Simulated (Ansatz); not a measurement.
Ga16P15N (quasi-random alloy, started on the GaP lattice) (I-43m), computed twice by G0W0.

It takes space group I-43m (No. 217, cubic). The conventional cell has a = 10.660 Å, b = 10.660 Å, c = 10.660 Å, α = 90.00°, β = 90.00°, γ = 90.00°. Nearest to Ga lie 4 P at 2.31 to 2.34 Å. Ga has 1 N at 2.01 Å and 3 P at 2.36 Å nearest. P has 4 Ga at 2.34 Å nearest. P has 4 Ga at 2.31 to 2.36 Å nearest. N has 4 Ga at 2.01 Å nearest. It derives from GaP. Farther neighbours and most contacts between anions are not listed.

```cif
data_structure
_symmetry_space_group_name_H-M 'P 1'
_symmetry_Int_Tables_number 1
_cell_length_a 9.2314
_cell_length_b 9.2314
_cell_length_c 9.2314
_cell_angle_alpha 109.471
_cell_angle_beta 109.471
_cell_angle_gamma 109.471
_cell_volume 605.60
loop_
_atom_site_label
_atom_site_type_symbol
_atom_site_fract_x
_atom_site_fract_y
_atom_site_fract_z
_atom_site_occupancy
Ga1 Ga 0.00238 0.99724 0.00000 1
Ga2 Ga 0.25276 0.50276 0.25514 1
Ga3 Ga 0.50000 0.99724 0.50238 1
Ga4 Ga 0.75514 0.50276 0.75276 1
Ga5 Ga 0.74724 0.25238 0.00000 1
Ga6 Ga 0.00238 0.75000 0.24724 1
Ga7 Ga 0.24486 0.24762 0.49762 1
Ga8 Ga 0.50000 0.75000 0.78209 1
Ga9 Ga 0.50000 0.53209 0.00000 1
Ga10 Ga 0.71791 0.96791 0.21791 1
Ga11 Ga 0.99762 0.49486 0.49762 1
Ga12 Ga 0.25276 0.00514 0.75276 1
Ga13 Ga 0.28209 0.75000 0.00000 1
Ga14 Ga 0.50000 0.25238 0.24724 1
Ga15 Ga 0.74724 0.75000 0.50238 1
Ga16 Ga 0.99762 0.24762 0.74486 1
P17 P 0.00000 0.25000 0.00000 1
P18 P 0.25487 0.75000 0.24494 1
P19 P 0.50000 0.25000 0.50000 1
P20 P 0.74494 0.75000 0.75487 1
P21 P 0.74494 0.50487 0.00000 1
P22 P 0.99007 0.99513 0.24513 1
P23 P 0.25506 0.50506 0.50993 1
P24 P 0.50000 0.99494 0.75487 1
N25 N 0.50000 0.75000 0.00000 1
P26 P 0.74513 0.24007 0.24513 1
P27 P 0.00000 0.75000 0.50000 1
P28 P 0.25506 0.25993 0.75506 1
P29 P 0.25487 0.99494 0.00000 1
P30 P 0.50000 0.50487 0.24494 1
P31 P 0.74513 0.99513 0.49007 1
P32 P 0.00993 0.50506 0.75506 1
```

The structure was relaxed with LDA. The runs that relaxed it are not among those shown. PAW set soft_2, made with PBE.

The first (Ansatz 0.2.0; start LDA, 2×2×2 mesh, 1077 empty bands, screening to 85 eV; 1 × NVIDIA H100 80GB HBM3 (shared by 6 runs) with 3 threads of AMD EPYC 7R13 (Zen 3), shared host) gave, on its mesh: starting gap 0.96 eV, G0W0 gap 1.65 eV, RPA ε∞ (mean) 13.33, 28 s.

The second gave: starting gap 0.96 eV, G0W0 gap 1.44 eV, RPA ε∞ (mean) 13.74, 14 s.

Question: What was changed in the input? Choose among start, files, mesh, bands and cutoff, frequency model or another key.

Changed: empty bands from 1077 to 272 and screening cutoff (eV) from 85.0 to 34. The starting gap stayed, which rules out the functional and points to the GW step. Other changes could give like numbers; this is the one that was made.

Limits: not at the basis limit; no spin-orbit coupling; coarse k mesh.

[Paths, hosts, dates, memory and timing lines, banners, echoed tables and standing remarks are left out of the program output.]

[Logs are printed without paths, hosts, clocks, repeated set-up lines and the standing remarks that a program may print on its own settings, such as how far it seeks lower states.]

[Runs of the session that timed out or met a known fault of the program may be left out.]

[Cells called generated may have been cut or substituted from an entry of the Crystallography Open Database or the Materials Project.]

[Hosts, paths, dates, database ids (printed as entryN), source tags and the programs' standing remarks are cut or masked in the printed files.]
